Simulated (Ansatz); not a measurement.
# PbO (Pbcm) in Ansatz: notebook

One crystal, PbO, is run at these levels: PBE; tasks: single point, equation of state.

Program: Ansatz 0.2.0. These are calculated values, not measurements. Logs are shortened: lines on timing, memory, paths and dates and some standing lists are left out, and cuts for length are marked.

## (1) The crystal as given

The structure is orthorhombic, space group Pbcm (No. 57). Conventional cell: a = 5.876 Å, b = 5.476 Å, c = 4.743 Å, α = 90.00°, β = 90.00°, γ = 90.00°. Around Pb (site symmetry m) lie 2 O at 2.17 to 2.44 Å. O (site symmetry m) has 2 Pb at 2.17 to 2.44 Å as nearest neighbours.

## (2) Single point, PBE, 17.93 Å³/atom (volume scaled by 0.94)

File input.yaml:

```yaml
crystal:
  lattice:
    - [5.7560479748, 0.0, 0.0]
    - [0.0, 5.3642135313, 0.0]
    - [0.0, 0.0, 4.6461769136]
  atoms:
    - { symbol: Pb, position: [0.769, 0.514, 0.25] }
    - { symbol: Pb, position: [0.231, 0.486, 0.75] }
    - { symbol: Pb, position: [0.769, 0.986, 0.75] }
    - { symbol: Pb, position: [0.231, 0.014, 0.25] }
    - { symbol: O, position: [0.132, 0.582, 0.25] }
    - { symbol: O, position: [0.868, 0.418, 0.75] }
    - { symbol: O, position: [0.132, 0.918, 0.75] }
    - { symbol: O, position: [0.868, 0.082, 0.25] }
hamiltonian:
  xc: pbe
  pseudopotentials: { kind: paw }
kpoints:
  mp_grid: { grid: [5, 5, 6] }
scf:
  occupations: { method: fermi_dirac, width: 0.05 }
output:
  forces: true
  stress: true
  eigenvalues: true
  write_density: true
  write_potential: true
  elf: true
  volumetric_format: npy
```

Potentials or basis: Ansatz PAW.

Started as:

```
$ ansatz run input.yaml --threads 4 --pin off --max-ram 11264MiB --backend cpu --events-out ev --progress --plain --runs-dir out
```

Standard output:

```text
Warning: RAYON_NUM_THREADS=4 ignored (pool sized by the plan → 4); use --threads N
Engine: ansatz 0.2.0, aarch64-unknown-linux-gnu
Pseudopotentials: kind: paw
Pseudopotential: Pb, paw, valence charge 14, recommended cutoff 420 eV (normal), Pb.paw.azcp
Pseudopotential: O, paw, valence charge 6, recommended cutoff 420 eV (normal), O.paw.azcp
Functional definition: PBE
  parameter kappa = 0.804
  parameter beta = 0.06672455060314922
  exchange = pbe_x(kappa = kappa, mu = beta*pi^2/3)
  correlation = pbe_c(beta = beta)
Crystal: 8 atoms, lattice volume = 143.458 Å³
Basis set: ecut = 420 eV, 2821 PW (Γ), exchange–correlation on 80×72×64 points (8 copies of the dense FFT grid, shifted against one another)
Bands: 48, of which v1, the nominal top of the filled ones, is band 40 counted from 1 (39 counted from 0)
Symmetry: 8 space group operations
Space group: Pbcm (ITA 57), of the structure as read, at distance tolerance 5.2e-5 Å
k-points: 36 of 150
Non-local potential: Pb, projectors of the file, l = 0: 2, l = 1: 2, l = 2: 2, l = 3: 2
Non-local potential: O, projectors of the file, l = 0: 2, l = 1: 2, l = 2: 1
PAW form: soft (Blöchl's): semilocal exchange-correlation on the pseudo side does not see the compensation charge
PAW one-centre angular grid: Pb, 590 points (default); XC on 64 Gauss nodes
PAW one-centre angular grid: O, 110 points (default); XC on 64 Gauss nodes
Initial density: superposition of atomic densities (neutral atoms: chi_scale 0, normalization atom), corrected by the library's trained network
Initial wavefunctions: pseudopotential atomic-orbital guess
Functional: x = pbe(κ = 0.804, μ = 0.2195149727645171), c = pbe(β = 0.06672455060314922)
SCF iter   1: F=—  HF=-49893.355220 eV  |F-HF|=—  |Δ(HF+E_count)|=         —  Δρ=1.76e-3  dr2=2.68e-3  ethr=1.77e-3  ⟨swp⟩=7.7  Hψ=8510  notcnv=0  defer=1
preconditioner: auto → Resta (q_TF=auto, 2.475 Å⁻¹)  ε∞=4.2  [insulator: Δε(μ)=2.022 eV  Ē_g=15.552 eV  σ=0.050 eV  W_gap=1.00  n_scr=30 (ndim 8)  ℏωp=27.7 eV  f_vac=0.001  D(μ)=0.00/eV (n_scr^D=0)  ε∞_Penn≈4.2]
SCF iter   2: F=—  HF=-49893.356882 eV  |F-HF|=—  |Δ(HF+E_count)|=   1.66e-3  Δρ=9.77e-4  dr2=9.30e-4  ethr=3.35e-6  ⟨swp⟩=2.1  Hψ=3445  notcnv=0  defer=23
SCF iter   3: F=—  HF=-49893.357436 eV  |F-HF|=—  |Δ(HF+E_count)|=   5.54e-4  Δρ=2.96e-4  dr2=1.04e-4  ethr=1.16e-6  ⟨swp⟩=2.1  Hψ=2258  notcnv=0  defer=23
SCF iter   4: F=—  HF=-49893.357428 eV  |F-HF|=—  |Δ(HF+E_count)|=   7.96e-6  Δρ=7.62e-5  dr2=9.65e-6  ethr=1.30e-7  ⟨swp⟩=2.0  Hψ=2082  notcnv=0  defer=23
SCF iter   5: F=—  HF=-49893.357392 eV  |F-HF|=—  |Δ(HF+E_count)|=   3.61e-5  Δρ=1.82e-5  dr2=3.13e-7  ethr=1.21e-8  ⟨swp⟩=3.0  Hψ=3136  notcnv=0  defer=23
SCF iter   6: F=-49893.357393 eV  HF=-49893.357392 eV  |F-HF|=9.38e-9  |Δ(HF+E_count)|=   3.45e-7  Δρ=2.27e-6  dr2=6.79e-9  ethr=1.25e-10  ⟨swp⟩=15.9  Hψ=14393  notcnv=0
SCF 1 converged in 6 iterations: F = -49893.357393 eV  dr2 = 6.79e-9
SCF converged after 6 iterations
Free energy (F): -49893.357393 eV
Harris-Foulkes:  -49893.357392 eV  (|F-HF|=9.38e-9)
Internal energy: -49893.357392 eV  (E = F + TS)
E sigma→0 (E₀):  -49893.357393 eV
Fermi energy:    10.304235 eV
--- Per-component energies (eV) ---
  E_band       = -103.472237
  E_kinetic    = 1861.204941
  E_local      = -5762.476647  (includes V_loc(G=0)·N_el)
  E_nonlocal   = 1596.736517
  E_hartree    = 2297.053110
  E_xc         = -1180.429104
  E_vxc        = -909.410016  (∫ρ·V_xc dr)
  E_paw        = -42256.385718  (= ΣΔE_a)
  E_vpaw       = -1483.640728  (= ΣTr[D̂ρ^β])
  E_aug_tail   = 0.009846  (compensation charges beyond the density's cutoff)
  E_ewald      = -6449.070337
  E_smearing   = -0.000000  (= −TS)
  E_closure    = -0.000000  (closes the sum)
  Σ components = -49893.357393   (vs F -49893.357393, Δ=0.00e0)
--- Forces (eV/Å), atoms counted from 1 ---
  atom   1  Pb    -1.24505796    -0.72133464     0.00000000
  atom   2  Pb     1.24505796     0.72133464     0.00000000
  atom   3  Pb    -1.24505796     0.72133464     0.00000000
  atom   4  Pb     1.24505796    -0.72133464     0.00000000
  atom   5  O      1.13487977     0.35002123     0.00000000
  atom   6  O     -1.13487977    -0.35002123     0.00000000
  atom   7  O      1.13487977    -0.35002123     0.00000000
  atom   8  O     -1.13487977     0.35002123     0.00000000
  max |Σ_I F_I| component: 1.11e-16 eV/Å
--- Stress (GPa, compression-positive) ---
       14.705294       0.000000       0.000000
        0.000000       3.439784       0.000000
        0.000000       0.000000       7.901981
  P = ⅓ Tr σ = 8.6824 GPa (86.824 kbar)
--- Band table (eV; the first three rows and the last of 36) ---
  k-point 0: bands = ["-8.7044", "-8.4252", "-8.3497", "-8.2701", "-6.3068", "-6.2316", "-6.2018", "-6.1797", "-6.1336", "-6.0996", "-6.0984", "-6.0425", "-6.0181", "-5.9763", "-5.9633", "-5.9299", "-5.9180", "-5.9179", "-5.8940", "-5.8695", "-5.8296", "-4.9650", "-4.6546", "-4.6546", "2.1230", "2.9143", "3.3876", "3.8231", "4.5328", "4.9050", "5.2712", "6.4886", "6.6433", "7.1330", "7.3438", "7.6589", "7.8003", "8.0338", "8.8433", "9.2724", "12.9573", "13.5611", "13.7934", "14.2576", "14.4097", "16.0529", "16.8905", "17.1045"]
  k-point 1: bands = ["-8.6375", "-8.3896", "-8.3224", "-8.2610", "-6.2829", "-6.2107", "-6.1899", "-6.1720", "-6.1181", "-6.1063", "-6.0852", "-6.0423", "-6.0219", "-5.9839", "-5.9760", "-5.9389", "-5.9301", "-5.9268", "-5.9201", "-5.8810", "-5.8313", "-4.9596", "-4.8084", "-4.6876", "2.0341", "2.8875", "2.9754", "3.1768", "4.8263", "5.3151", "5.5010", "6.8232", "6.9815", "7.0493", "7.3267", "7.5222", "7.8225", "8.5134", "8.6234", "9.2477", "13.0239", "13.7174", "13.7272", "14.2136", "14.4394", "15.9349", "16.4038", "16.9799"]
  k-point 2: bands = ["-8.4784", "-8.3118", "-8.2706", "-8.2609", "-6.2180", "-6.1596", "-6.1546", "-6.1515", "-6.1175", "-6.1084", "-6.0539", "-6.0372", "-6.0205", "-6.0050", "-6.0048", "-5.9942", "-5.9810", "-5.9313", "-5.9253", "-5.9143", "-5.7935", "-5.1807", "-4.9352", "-4.7746", "1.8793", "2.3176", "2.7065", "2.7617", "5.0316", "5.5406", "6.3542", "6.4300", "7.0619", "7.4096", "7.6999", "7.7137", "8.1906", "8.5057", "8.8294", "9.2028", "13.2485", "13.8037", "13.8626", "14.1255", "14.9216", "15.3302", "15.3443", "15.7526"]
  k-point 35: bands = ["-8.2396", "-8.2396", "-8.2200", "-8.2200", "-6.1839", "-6.1839", "-6.1819", "-6.1819", "-6.1079", "-6.1079", "-6.1054", "-6.1054", "-5.9843", "-5.9843", "-5.9710", "-5.9710", "-5.9177", "-5.9177", "-5.9109", "-5.9109", "-5.4533", "-5.4533", "-5.2452", "-5.2452", "1.7038", "1.7038", "2.0818", "2.0818", "6.6344", "6.6344", "7.1291", "7.1291", "7.8740", "7.8740", "7.9770", "7.9770", "8.6087", "8.6087", "8.7229", "8.7229", "11.7290", "11.7290", "12.2900", "12.2900", "16.0267", "16.0267", "16.4538", "16.4538"]
```

It took 5 s on 4 threads of Arm Neoverse V1, shared host; peak memory 0.58 GiB.

Results:

- Free energy: -49893.3574 eV
- Pressure: 8.7 GPa
- Largest force: 1.439 eV/Å
- Band gap on the k mesh: 2.01 eV, indirect (least direct gap 2.22 eV)

Caveat: odd divisions of the mesh miss points on the zone boundary, where band edges often lie, so the gap on the mesh can be too wide; the pressure holds a Pulay correction of +0.3 GPa for the finite cutoff; spin-orbit coupling is left out, which as a rule narrows the gap of such compounds by several tenths of an eV; the cell's inner coordinates are idealised or old, which leaves forces on the atoms.

## (3) Single point, PBE, 18.31 Å³/atom (volume scaled by 0.96)

input.yaml: that of step 2 with these lines changed.

```diff
@@ -2,5 +2,5 @@
   lattice:
-    - [5.7560479748, 0.0, 0.0]
-    - [0.0, 5.3642135313, 0.0]
-    - [0.0, 0.0, 4.6461769136]
+    - [5.7965848595, 0.0, 0.0]
+    - [0.0, 5.4019909276, 0.0]
+    - [0.0, 0.0, 4.6788975474]
   atoms:
@@ -25,5 +25 @@
   eigenvalues: true
-  write_density: true
-  write_potential: true
-  elf: true
-  volumetric_format: npy
```

Potentials or basis: Ansatz PAW.

Started as:

```
$ ansatz run input.yaml --threads 4 --pin off --max-ram 11264MiB --backend cpu --events-out ev --progress --plain --runs-dir out
```

Run time: 4.2 s. Hardware: 4 threads of Arm Neoverse V1, shared host; peak memory 0.58 GiB.

The run converged. Its results:

```
Free energy            : -49893.4999 eV
Pressure               : 6.3 GPa
Largest force          : 1.195 eV/Å
Band gap on the k mesh : 2.00 eV, indirect (least direct gap 2.20 eV)
```

Caveat: odd divisions of the mesh miss points on the zone boundary, where band edges often lie, so the gap on the mesh can be too wide; the pressure holds a Pulay correction of +0.3 GPa for the finite cutoff; spin-orbit coupling is left out, which as a rule narrows the gap of such compounds by several tenths of an eV; the cell's inner coordinates are idealised or old, which leaves forces on the atoms.

## (4) Single point, PBE, 18.70 Å³/atom (volume scaled by 0.98)

input.yaml: that of step 3 with these lines changed.

```diff
@@ -2,5 +2,5 @@
   lattice:
-    - [5.7965848595, 0.0, 0.0]
-    - [0.0, 5.4019909276, 0.0]
-    - [0.0, 0.0, 4.6788975474]
+    - [5.8365625701, 0.0, 0.0]
+    - [0.0, 5.4392472148, 0.0]
+    - [0.0, 0.0, 4.7111668261]
   atoms:
```

Started as:

```
$ ansatz run input.yaml --threads 4 --pin off --max-ram 11264MiB --backend cpu --events-out ev --progress --plain --runs-dir out
```

It took 3.8 s on 4 threads of Arm Neoverse V1, shared host; peak memory 0.58 GiB.

The run converged. Its results:

| Quantity | Value |
| --- | --- |
| Free energy | -49893.6002 eV |
| Pressure | 4.2 GPa |
| Largest force | 1.023 eV/Å |
| Band gap on the k mesh | 1.99 eV, indirect (least direct gap 2.17 eV) |

Caveat: odd divisions of the mesh miss points on the zone boundary, where band edges often lie, so the gap on the mesh can be too wide; the pressure holds a Pulay correction of +0.3 GPa for the finite cutoff; spin-orbit coupling is left out, which as a rule narrows the gap of such compounds by several tenths of an eV; the cell's inner coordinates are idealised or old, which leaves forces on the atoms.

## (5) Single point, PBE, 19.08 Å³/atom

input.yaml: that of step 4 with these lines changed.

```diff
@@ -2,5 +2,5 @@
   lattice:
-    - [5.8365625701, 0.0, 0.0]
-    - [0.0, 5.4392472148, 0.0]
-    - [0.0, 0.0, 4.7111668261]
+    - [5.876, 0.0, 0.0]
+    - [0.0, 5.476, 0.0]
+    - [0.0, 0.0, 4.743]
   atoms:
@@ -25 +25,5 @@
   eigenvalues: true
+  write_density: true
+  write_potential: true
+  elf: true
+  volumetric_format: npy
```

Started as:

```
$ ansatz run input.yaml --threads 4 --pin off --max-ram 11264MiB --backend cpu --events-out ev --progress --plain --runs-dir out
```

It took 5.8 s on 4 threads of Arm Neoverse V1, shared host; peak memory 0.59 GiB.

The run converged. Its results:

- Free energy: -49893.6620 eV
- Pressure: 2.3 GPa
- Largest force: 0.934 eV/Å
- Band gap on the k mesh: 1.97 eV, indirect (least direct gap 2.15 eV)

Caveat: odd divisions of the mesh miss points on the zone boundary, where band edges often lie, so the gap on the mesh can be too wide; the pressure holds a Pulay correction of +0.3 GPa for the finite cutoff; spin-orbit coupling is left out, which as a rule narrows the gap of such compounds by several tenths of an eV; the cell's inner coordinates are idealised or old, which leaves forces on the atoms.

## (6) Single point, PBE, 19.46 Å³/atom (volume scaled by 1.02)

input.yaml: that of step 5 with these lines changed.

```diff
@@ -2,5 +2,5 @@
   lattice:
-    - [5.876, 0.0, 0.0]
-    - [0.0, 5.476, 0.0]
-    - [0.0, 0.0, 4.743]
+    - [5.9149150414, 0.0, 0.0]
+    - [0.0, 5.5122659576, 0.0]
+    - [0.0, 0.0, 4.7744115114]
   atoms:
@@ -25,5 +25 @@
   eigenvalues: true
-  write_density: true
-  write_potential: true
-  elf: true
-  volumetric_format: npy
```

Potentials or basis: Ansatz PAW.

Started as:

```
$ ansatz run input.yaml --threads 4 --pin off --max-ram 11264MiB --backend cpu --events-out ev --progress --plain --runs-dir out
```

Wall time 4.1 s (4 threads of Arm Neoverse V1, shared host); peak memory 0.59 GiB.

The run converged. Its results:

```yaml
Free_energy: -49893.6898 eV
Pressure: 0.6 GPa
Largest_force: 0.932 eV/Å
Band_gap_on_the_k_mesh: 1.95 eV, indirect (least direct gap 2.12 eV)
```

Caveat: odd divisions of the mesh miss points on the zone boundary, where band edges often lie, so the gap on the mesh can be too wide; the pressure holds a Pulay correction of +0.3 GPa for the finite cutoff; spin-orbit coupling is left out, which as a rule narrows the gap of such compounds by several tenths of an eV; the cell's inner coordinates are idealised or old, which leaves forces on the atoms.

## (7) Single point, PBE, 19.84 Å³/atom (volume scaled by 1.04)

input.yaml: that of step 6 with these lines changed.

```diff
@@ -2,5 +2,5 @@
   lattice:
-    - [5.9149150414, 0.0, 0.0]
-    - [0.0, 5.5122659576, 0.0]
-    - [0.0, 0.0, 4.7744115114]
+    - [5.9533246568, 0.0, 0.0]
+    - [0.0, 5.5480608953, 0.0]
+    - [0.0, 0.0, 4.8054150523]
   atoms:
@@ -25 +25,5 @@
   eigenvalues: true
+  write_density: true
+  write_potential: true
+  elf: true
+  volumetric_format: npy
```

Started as:

```
$ ansatz run input.yaml --threads 4 --pin off --max-ram 11264MiB --backend cpu --events-out ev --progress --plain --runs-dir out
```

It took 5.8 s on 4 threads of Arm Neoverse V1, shared host; peak memory 0.6 GiB.

The run converged. Its results:

- Free energy: -49893.6869 eV
- Pressure: -0.9 GPa
- Largest force: 0.998 eV/Å
- Band gap on the k mesh: 1.92 eV, indirect (least direct gap 2.10 eV)

Caveat: odd divisions of the mesh miss points on the zone boundary, where band edges often lie, so the gap on the mesh can be too wide; the pressure holds a Pulay correction of +0.3 GPa for the finite cutoff; spin-orbit coupling is left out, which as a rule narrows the gap of such compounds by several tenths of an eV; the cell's inner coordinates are idealised or old, which leaves forces on the atoms.

## (8) Single point, PBE, 20.22 Å³/atom (volume scaled by 1.06)

input.yaml: that of step 7 with these lines changed.

```diff
@@ -2,5 +2,5 @@
   lattice:
-    - [5.9533246568, 0.0, 0.0]
-    - [0.0, 5.5480608953, 0.0]
-    - [0.0, 0.0, 4.8054150523]
+    - [5.9912449446, 0.0, 0.0]
+    - [0.0, 5.5833998156, 0.0]
+    - [0.0, 0.0, 4.8360236167]
   atoms:
```

Started as:

```
$ ansatz run input.yaml --threads 4 --pin off --max-ram 11264MiB --backend cpu --events-out ev --progress --plain --runs-dir out
```

It took 6.4 s on 4 threads of Arm Neoverse V1, shared host; peak memory 0.62 GiB.

The run converged. Its results:

```yaml
Free_energy: -49893.6567 eV
Pressure: -2.3 GPa
Largest_force: 1.108 eV/Å
Band_gap_on_the_k_mesh: 1.89 eV, indirect (least direct gap 2.07 eV)
```

Caveat: odd divisions of the mesh miss points on the zone boundary, where band edges often lie, so the gap on the mesh can be too wide; the pressure holds a Pulay correction of +0.3 GPa for the finite cutoff; spin-orbit coupling is left out, which as a rule narrows the gap of such compounds by several tenths of an eV; the cell's inner coordinates are idealised or old, which leaves forces on the atoms.

## (9) Equation of state, PBE

Potentials or basis: Ansatz PAW.

This step only gathers the single runs of the series.

Results:

```
Equilibrium volume                        : 19.61 Å³/atom
Bulk modulus at fixed shape and positions : 79 GPa
Pressure derivative of the bulk modulus   : 4.6
```

Energy against volume, from the lowest point:
```tsv
volume (Å³/atom)	energy (meV/atom)
17.932	41.55
18.314	23.74
18.695	11.20
19.077	3.47
19.458	0.00
19.840	0.36
20.222	4.14
```

Caveat: the cell was scaled at fixed shape and fractional positions, which overstates the stiffness of a crystal with free parameters, most of all of layers and chains; the cell's inner coordinates are idealised or old, which leaves forces on the atoms.
